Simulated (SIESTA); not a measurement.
The system is Sc.

```
Sc
1.0
    -1.91721    1.91721    1.71760
     1.91721   -1.91721    1.71760
     1.91721    1.91721   -1.71760
Sc
1
Direct
  0.00000 0.00000 0.00000
```

This isn't the form of Sc at room conditions, which is hcp.

```yaml
Program: SIESTA 5.4.2
Task: relaxation of cell and atoms
Functional: LDA-PZ
Potentials_or_basis: SPMS 1.0 NC or PseudoDojo by element (PBE files)
Basis: DZ (energy shift 0.01 Ry)
Grid_cutoff: 800 Ry
Energy_shift: 0.01 Ry
k_mesh: 10 × 10 × 10
Occupations: fermi-dirac, width 0.05 eV
Spin: no spin polarisation
Hubbard_terms: Sc d U = 5 eV
```

At the start: pressure -11.1 GPa; volume 25.25 Å³/atom.

Question: Where does the relaxation end?

Answer: Over 11 steps the energy falls by 129.9 meV/atom and the volume is 22.60 Å³/atom (-10.5 %); space group Im-3m (No. 229, to 0.05 Å).

Step by step:
```
step  energy change (eV)  largest force (eV/Å)  pressure (GPa)  volume (Å³)
   1              0.0000                0.0000          -11.11        25.25
   2             -0.0080                0.0000          -10.73        25.14
   3             -0.1084                0.0000            0.86        22.53
   4             -0.0946                0.0000           -4.20        23.53
   5             -0.0943                0.0000            5.24        21.77
   6             -0.0927                0.0000            3.24        22.11
   7             -0.1208                0.0000           -2.25        23.06
   8             -0.1285                0.0000           -0.95        22.78
   9             -0.1299                0.0000            0.41        22.54
  10             -0.1298                0.0000           -0.13        22.63
  11             -0.1299                0.0000            0.04        22.60
```

Final structure:
```yaml
crystal:
  lattice:
    - [-1.78083, 1.78083, 1.78174]
    - [1.78083, -1.78083, 1.78174]
    - [1.78083, 1.78083, -1.78174]
  atoms:
    - { symbol: Sc, position: [0.00000, 0.00000, 0.00000] }
```

Caveat: the basis has no polarisation orbitals; semicore shells carry a single zeta, which can move pressures by several GPa and volumes by a few percent; the potentials were made for another functional, which shifts forces and pressure; the basis of atomic orbitals isn't converged, which shifts pressures, moduli and gaps; U without spin polarisation on a metal has little footing; the U is typed as a test and isn't derived for this compound.
